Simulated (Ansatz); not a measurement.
Ti:

```
Ti
1.0
    -1.64100    1.64100    1.64100
     1.64100   -1.64100    1.64100
     1.64100    1.64100   -1.64100
Ti
1
Direct
  0.00000 0.00000 0.00000
```

This isn't the form of Ti at room conditions, which is hcp.

| Item | Value |
| --- | --- |
| Program | Ansatz 0.2.0 |
| Task | relaxation of cell and atoms |
| Functional | PBE |
| Potentials or basis | Ansatz PAW |
| Cutoff | 420 eV (not typed: the program's choice for these potentials) |
| k mesh | 11 × 11 × 11 |
| Occupations | fermi-dirac, width 0.05 eV |
| Spin | no spin polarisation |

At the start: volume 17.68 Å³/atom.

Question: How do energy, volume and symmetry change on relaxing?

Answer: It ends after 5 steps and the volume is 17.24 Å³/atom (-2.5 %); space group Im-3m (No. 229, to 0.05 Å).

Step by step:
| step | energy change (eV) | largest force (eV/Å) | volume (Å³) |
| --- | --- | --- | --- |
| 1 | 0.0000 | 0.0000 | 17.68 |
| 2 | -0.0009 | 0.0000 | 16.87 |
| 3 | -0.0035 | 0.0000 | 17.25 |
| 4 | -0.0035 | 0.0000 | 17.24 |
| 5 | -0.0035 | 0.0000 | 17.24 |

Final structure:
```xyz
1
Lattice="-1.6274 1.6274 1.6274 1.6274 -1.6274 1.6274 1.6274 1.6274 -1.6274" Properties=species:S:1:pos:R:3 pbc="T T T"
Ti    0.0000    0.0000    0.0000
```

Caveat: the plane-wave basis is chosen anew once the cell has moved, so the energies of steps on either side of that aren't comparable.
